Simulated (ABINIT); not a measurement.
# Ge (P6_3mc) in ABINIT: equation of state

How stiff is Ge in PBEsol, and what volume does it want? The cell is scaled to several volumes.

Everything below comes from runs of ABINIT 10.8.3 (patched build). Logs are shortened: lines on timing, memory, paths and dates and some standing lists are left out, and cuts for length are marked. The log counts tension as positive stress, the text compression.

## 1. Starting point

It takes space group P6_3mc (No. 186, hexagonal). Conventional cell: a = 4.050 Å, b = 4.050 Å, c = 10.993 Å, α = 90.00°, β = 90.00°, γ = 120.00°. Ge (site symmetry 3m) has 3 Ge at 2.44 Å as nearest neighbours. Ge (site symmetry 3m) is surrounded by 3 Ge at 2.44 Å.

This isn't the form of Ge at room conditions, which is diamond.

## 2. Equation of state, PBEsol

Contents of run.abi:

```
# Datasets: one volume each
ndtset 7
getwfk -1
scalecart1 3*0.9795861087
scalecart2 3*0.9864848297
scalecart3 3*0.9932883884
scalecart4 3*1.0000000000
scalecart5 3*1.0066227096
scalecart6 3*1.0131594038
scalecart7 3*1.0196128224

# Pseudopotentials
pp_dirpath "./"
pseudos "Ge.GGA_PBE-JTH.xml"

# Structure
acell 7.6541552691 7.654155269 20.7744376997
rprim
     1.0000000000     0.0000000000     0.0000000000
    -0.5000000000     0.8660254038     0.0000000000
     0.0000000000     0.0000000000     1.0000000000
ntypat 1
znucl 32
natom 4
typat 1 1 1 1
xred
     0.6666666667     0.3333333333     0.4148480000
     0.3333333333     0.6666666667     0.9148480000
     0.0000000000     0.0000000000     0.4774520000
     0.0000000000     0.0000000000     0.9774520000

# Plane-wave basis
ecut 22.0
pawecutdg 44.0
pawxcdev 0
pawovlp 30

# k points
kptopt 1
ngkpt 8 8 3
nshiftk 1
shiftk 0.0 0.0 0.0

# Exchange and correlation
ixc -116133

# Bands and occupations
nband 34
occopt 3
tsmear 0.00183747

# SCF cycle
nstep 100
tolvrs 1.0e-9

# Output
iomode 3
prtwf 1
prtden 0
prteig 0
prtebands 0
enunit 1
```

Potentials or basis: JTH PAW PBE v2.0.

Run with:

```sh
abinit run.abi > log 2>&1
```

run.abo:

```text
.Version 10.8.3 of ABINIT
 DATASET    1 : space group P6_3 m c (#186); Bravais hP (primitive hexag.)
================================================================================
 Values of the parameters that define the memory need for DATASET  1.
     intxc =       0    ionmov =       0      iscf =      17    lmnmax =      18
     lnmax =       6     mgfft =      90  mpssoang =       3    mqgrid =    6077
     natom =       4  nloc_mem =       2    nspden =       1   nspinor =       1
    nsppol =       1      nsym =      12    n1xccc =       1    ntypat =       1
    occopt =       3   xclevel =       2
       mpw =        4918          nfft =       92160          nkpt =          20
 PAW method is used; the additional fine FFT grid is defined by:
   mgfftf=       125    nfftf =    288000
================================================================================
================================================================================
[... 71 lines left out ...]
 DATASET    7 : space group P6_3 m c (#186); Bravais hP (primitive hexag.)
================================================================================
 Values of the parameters that define the memory need for DATASET  7.
     intxc =       0    ionmov =       0      iscf =      17    lmnmax =      18
     lnmax =       6     mgfft =      90  mpssoang =       3    mqgrid =    6325
     natom =       4  nloc_mem =       2    nspden =       1   nspinor =       1
    nsppol =       1      nsym =      12    n1xccc =       1    ntypat =       1
    occopt =       3   xclevel =       2
       mpw =        5535          nfft =      116640          nkpt =          20
 PAW method is used; the additional fine FFT grid is defined by:
   mgfftf=       128    nfftf =    294912
================================================================================
================================================================================

--------------------------------------------------------------------------------
------------- Echo of variables that govern the present computation ------------
--------------------------------------------------------------------------------
 -outvars: echo values of preprocessed input variables --------
            acell      7.6541552691E+00  7.6541552690E+00  2.0774437700E+01 Bohr
              amu      7.26100000E+01
             ecut      2.20000000E+01 Hartree
           enunit           1
           getwfk          -1
              ixc     -116133
           jdtset        1    2    3    4    5    6    7
         kptrlatt        8    0    0      0    8    0      0    0    3
          kptrlen1     5.99832334E+01
          kptrlen2     6.04056645E+01
          kptrlen3     6.08222684E+01
          kptrlen4     6.12332422E+01
          kptrlen5     6.16387721E+01
          kptrlen6     6.20390351E+01
          kptrlen7     6.24341989E+01
            natom           4
            nband          34
           ndtset           7
            ngfft1         32      32      90
            ngfft2         32      32      90
            ngfft3         36      36      90
            ngfft4         36      36      90
            ngfft5         36      36      90
            ngfft6         36      36      90
            ngfft7         36      36      90
          ngfftdg1         48      48     125
          ngfftdg2         48      48     125
          ngfftdg3         48      48     125
          ngfftdg4         48      48     128
          ngfftdg5         48      48     128
          ngfftdg6         48      48     128
          ngfftdg7         48      48     128
             nkpt          20
            nstep         100
             nsym          12
           ntypat           1
           occopt           3
        pawecutdg      4.40000000E+01 Hartree
          pawovlp      3.0000000000E+01
         pawxcdev           0
           prtden           0
        prtebands           0
           prteig           0
            rprim1     9.7958610870E-01  0.0000000000E+00  0.0000000000E+00
                      -4.8979305435E-01  8.4834645534E-01  0.0000000000E+00
                       0.0000000000E+00  0.0000000000E+00  9.7958610870E-01
            rprim2     9.8648482970E-01  0.0000000000E+00  0.0000000000E+00
                      -4.9324241485E-01  8.5432092298E-01  0.0000000000E+00
                       0.0000000000E+00  0.0000000000E+00  9.8648482970E-01
            rprim3     9.9328838840E-01  0.0000000000E+00  0.0000000000E+00
                      -4.9664419420E-01  8.6021297765E-01  0.0000000000E+00
                       0.0000000000E+00  0.0000000000E+00  9.9328838840E-01
            rprim4     1.0000000000E+00  0.0000000000E+00  0.0000000000E+00
                      -5.0000000000E-01  8.6602540380E-01  0.0000000000E+00
                       0.0000000000E+00  0.0000000000E+00  1.0000000000E+00
            rprim5     1.0066227096E+00  0.0000000000E+00  0.0000000000E+00
                      -5.0331135480E-01  8.7176083856E-01  0.0000000000E+00
                       0.0000000000E+00  0.0000000000E+00  1.0066227096E+00
            rprim6     1.0131594038E+00  0.0000000000E+00  0.0000000000E+00
                      -5.0657970190E-01  8.7742178179E-01  0.0000000000E+00
                       0.0000000000E+00  0.0000000000E+00  1.0131594038E+00
            rprim7     1.0196128224E+00  0.0000000000E+00  0.0000000000E+00
                      -5.0980641120E-01  8.8301060624E-01  0.0000000000E+00
                       0.0000000000E+00  0.0000000000E+00  1.0196128224E+00
          spgroup         186
           tolvrs      1.00000000E-09
           tsmear      1.83747000E-03 Hartree
            typat      1  1  1  1
           useylm           1
           xangst1     1.9838600083E+00  1.1453821098E+00  4.4674739500E+00
                       1.7279116001E-11  2.2907642196E+00  9.8519448286E+00
                       0.0000000000E+00  0.0000000000E+00  5.1416527798E+00
                       0.0000000000E+00  0.0000000000E+00  1.0526123658E+01
           xangst2     1.9978313137E+00  1.1534484467E+00  4.4989360707E+00
                       1.7400327623E-11  2.3068968935E+00  9.9213270075E+00
                      -1.8483652698E-16  3.2014625582E-16  5.1778627951E+00
                      -1.8483652698E-16  3.2014625582E-16  1.0600253732E+01
           xangst3     2.0116098962E+00  1.1614035151E+00  4.5299641967E+00
                       1.7521274752E-11  2.3228070301E+00  9.9897521152E+00
                      -1.4888904155E-16 -3.8682507699E-16  5.2135733224E+00
                      -1.4888904155E-16 -3.8682507699E-16  1.0673361241E+01
           xangst4     2.0252022672E+00  1.1692510741E+00  4.5605729913E+00
                       1.7639166863E-11  2.3385021483E+00  1.0057252488E+01
                       1.8736884888E-16 -3.2453236602E-16  5.2488012377E+00
                       1.8736884888E-16 -3.2453236602E-16  1.0745480734E+01
           xangst5     2.0386145937E+00  1.1769946844E+00  4.5907763419E+00
[... 24 lines left out ...]
                       3.3333194461E-11  4.4191286051E+00  1.9005452781E+01
                       3.5407580890E-16 -6.1327729076E-16  9.9187968286E+00
                       3.5407580890E-16 -6.1327729076E-16  2.0306015678E+01
            xcart5     3.8524232584E+00  2.2241976052E+00  8.6753099914E+00
                       3.3553461771E-11  4.4483952105E+00  1.9131320375E+01
                       0.0000000000E+00  0.0000000000E+00  9.9844861396E+00
                       0.0000000000E+00  0.0000000000E+00  2.0440496523E+01
            xcart6     3.8774396945E+00  2.2386408514E+00  8.7316447512E+00
                       3.3771952737E-11  4.4772817028E+00  1.9255553208E+01
                       4.3048228254E-16 -2.4853906171E-16  1.0049322281E+01
                       4.3048228254E-16 -2.4853906171E-16  2.0573230738E+01
            xcart7     3.9021374285E+00  2.2529000948E+00  8.7872618223E+00
                       3.3986298881E-11  4.5058001895E+00  1.9378203351E+01
                      -2.8881618789E-16  0.0000000000E+00  1.0113332429E+01
                      -2.8881618789E-16  0.0000000000E+00  2.0704273958E+01
             xred      6.6666666667E-01  3.3333333333E-01  4.1484800000E-01
                       3.3333333333E-01  6.6666666667E-01  9.1484800000E-01
                       0.0000000000E+00  0.0000000000E+00  4.7745200000E-01
                       0.0000000000E+00  0.0000000000E+00  9.7745200000E-01
            znucl       32.00000

================================================================================

 chkinp: Checking input parameters for consistency, jdtset=   1.

 chkinp: Checking input parameters for consistency, jdtset=   2.
[... 39 lines left out ...]
--- Pseudopotential description ------------------------------------------------
- pspini: atom type   1  psp file is ./Ge.GGA_PBE-JTH.xml
 Pseudopotential format is: paw10
 basis_size (lnmax)=  6 (lmn_size= 18), orbitals=   0   0   1   1   2   2
 Spheres core radius: rc_sph= 2.30476891
 Shapefunction is SIN type: shapef(r)=[sin(pi*r/rshp)/(pi*r/rshp)]**2
 Radius for shape functions =  1.99988291
 Compensation charge density is not taken into account in XC energy/potential

   4.53893937E+03                                ecore*ucvol(ha*bohr**3)
--------------------------------------------------------------------------------

================================================================================

--- !BeginCycle
iteration_state: {dtset: 1, }
solver: {iscf: 17, nstep: 100, nline: 4, wfoptalg: 10, }
tolerances: {tolvrs: 1.00E-09, }
...
[... 1502 lines left out ...]
-Cartesian components of stress tensor (GPa)         [Pressure= -3.1402E+00 GPa]
- sigma(1 1)=  4.18265722E+00  sigma(3 2)=  0.00000000E+00
- sigma(2 2)=  4.18265722E+00  sigma(3 1)=  0.00000000E+00
- sigma(3 3)=  1.05531832E+00  sigma(2 1)= -8.38472970E-10

== END DATASET(S) ==============================================================
================================================================================

 -outvars: echo values of variables after computation  --------
            acell      7.6541552691E+00  7.6541552690E+00  2.0774437700E+01 Bohr
           etotal1    -3.8214842654E+02
           etotal2    -3.8214839652E+02
           etotal3    -3.8214790805E+02
           etotal4    -3.8214701608E+02
           etotal5    -3.8214575201E+02
           etotal6    -3.8214416391E+02
           etotal7    -3.8214227634E+02
            fcart1     7.1823943335E-29 -7.0494874132E-28 -3.1737786532E-05
                      -2.1547183001E-28  1.2440271906E-28 -3.1737786532E-05
                       3.5911971668E-28  1.2440271905E-28  3.1737786532E-05
                      -2.1547183001E-28  4.5614330321E-28  3.1737786532E-05
            fcart2    -1.4264332313E-28 -4.1177580504E-28  1.1333749880E-03
                       1.4264332313E-28  8.2355161006E-29  1.1333749880E-03
                       1.4264332313E-28  8.2355161006E-29 -1.1333749880E-03
                      -1.4264332313E-28  2.4706548302E-28 -1.1333749880E-03
            fcart3     7.0833141699E-29  2.8626873399E-28  2.2626134943E-03
                       7.0833141699E-29  2.8626873399E-28  2.2626134943E-03
[... 66 lines left out ...]
                       1.7639166863E-11  2.3385021483E+00  1.0057252488E+01
                       1.8736884888E-16 -3.2453236602E-16  5.2488012377E+00
                       1.8736884888E-16 -3.2453236602E-16  1.0745480734E+01
           xangst5     2.0386145937E+00  1.1769946844E+00  4.5907763419E+00
                       1.7755727304E-11  2.3539893689E+00  1.0123858750E+01
                       0.0000000000E+00  0.0000000000E+00  5.2835625241E+00
                       0.0000000000E+00  0.0000000000E+00  1.0816644932E+01
           xangst6     2.0518527216E+00  1.1846377212E+00  4.6205874129E+00
                       1.7871347744E-11  2.3692754423E+00  1.0189599934E+01
                       2.2780141346E-16 -1.3152120739E-16  5.3178723327E+00
                       2.2780141346E-16 -1.3152120739E-16  1.0886884854E+01
           xangst7     2.0649221996E+00  1.1921833878E+00  4.6500186995E+00
                       1.7984774839E-11  2.3843667756E+00  1.0254503594E+01
                      -1.5283494467E-16  0.0000000000E+00  5.3517450442E+00
                      -1.5283494467E-16  0.0000000000E+00  1.0956229939E+01
             xred      6.6666666667E-01  3.3333333333E-01  4.1484800000E-01
                       3.3333333333E-01  6.6666666667E-01  9.1484800000E-01
                       0.0000000000E+00  0.0000000000E+00  4.7745200000E-01
                       0.0000000000E+00  0.0000000000E+00  9.7745200000E-01
 Calculation completed.
```

Wall time 28 min (1 thread of Arm Neoverse V2, shared host); peak memory 0.3 GiB.

Results:

| Property | Result |
| --- | --- |
| Equilibrium volume | 37.04 Å³/atom |
| Bulk modulus at fixed shape and positions | 32 GPa |
| Pressure derivative of the bulk modulus | 4.1 |

Energy against volume, from the lowest point:
```csv
volume (Å³/atom),energy (meV/atom)
36.705,0.00
37.486,0.20
38.267,3.53
39.048,9.60
39.829,18.19
40.610,29.00
41.391,41.84
```

Caveat: pressures at fixed basis lie under the slope of the energies; the cell was scaled at fixed shape and fractional positions, which overstates the stiffness of a crystal with free parameters, most of all of layers and chains; the PAW data sets were made with another functional, which shifts forces and pressure a little; the atomic spheres overlap.
